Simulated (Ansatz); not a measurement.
## Pt under changes of volume

One of the cells (15.904 Å³/atom); the others are scaled copies at fixed shape and fractional positions:

```
CELL_PARAMETERS angstrom
-1.58422 1.58422 1.58422
1.58422 -1.58422 1.58422
1.58422 1.58422 -1.58422
ATOMIC_POSITIONS crystal
Pt 0.00000 0.00000 0.00000
```

This isn't the form of Pt at room conditions, which is fcc.

```yaml
Program: Ansatz 0.2.0
Functional: LDA
Potentials_or_basis: Ansatz PAW
Cutoff: "420 eV (not typed: the program's choice for these potentials)"
k_mesh: 12 × 12 × 12
Occupations: fermi-dirac, width 0.05 eV
Spin: no spin polarisation
```

| volume (Å³/atom) | energy over the lowest point (meV/atom) | pressure (GPa) |
| --- | --- | --- |
| 14.950 | 0.00 | -0.8 |
| 15.268 | 7.62 | -6.6 |
| 15.586 | 26.08 | -11.7 |
| 15.904 | 53.99 | -16.1 |
| 16.222 | 90.12 | -20.0 |
| 16.540 | 133.41 | -23.4 |
| 16.858 | ? | ? |

**Question.** What does the run at 16.858 Å³/atom give?

**Answer.** Energy over the lowest point 182.88 meV/atom; pressure -26.3 GPa.

Worked out: A Birch-Murnaghan fit of order 3 (a polynomial in V^(-2/3)) to the other rows has its minimum at 14.91 Å³/atom, just outside them, with B0 = V·E''(V) = 298 GPa and B' = 5.4. It gives 182.90 meV/atom at 16.858 Å³/atom, against the run's 182.88, and -dE/dV = -26.4 GPa, against -26.3.

Energies are extrapolated to zero smearing.

Caveats: the PAW data sets come from PBE, with cores solved anew for the run's functional, which leaves a small shift of forces and pressure.
